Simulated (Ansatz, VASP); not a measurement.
## Nb: VASP beside Ansatz

```
Nb
1.0
     0.04230    2.13615    2.13615
     2.13615    0.04230    2.13615
     2.13615    2.13615    0.04230
Nb
1
Direct
  0.00000 0.00000 0.00000
```

Change from the starting cell: equal xy, yz and zx shear strains of +2 %, crystal datasets.

Alike in both runs: task electric field gradients; functional PBEsol; k mesh 13 × 13 × 13; occupations fermi-dirac, width 0.08 eV; no spin polarisation.

|  | VASP | Ansatz |
| --- | --- | --- |
| version | VASP 6.6.1 | Ansatz 0.2.0 |
| potentials or method | VASP PAW PBE potentials, release 64 (Nb_sv), cutoff 520 eV | all-electron PAW with datasets made for the crystal, scalar-relativistic |

Ansatz gave:

| Item | Value |
| --- | --- |
| pressure (GPa) | -6.7 |
| largest component of the traceless stress (GPa) | 0.85 |
| Vzz of the field gradient on the site that differs most (V/Å²) | -3.8 |

Problem. Which values does VASP return?

Solution. Pressure (GPa): -6.9; largest component of the traceless stress (GPa): 0.84; Vzz of the field gradient on the site that differs most (V/Å²): -4.9.

Ansatz ran all-electron here, so the differences hold the error of VASP's frozen core and of both bases. Ansatz warned: «gradients_without_spin_orbit».

Caveats: the PAW data sets were made with another functional, which shifts forces and pressure a little (VASP).
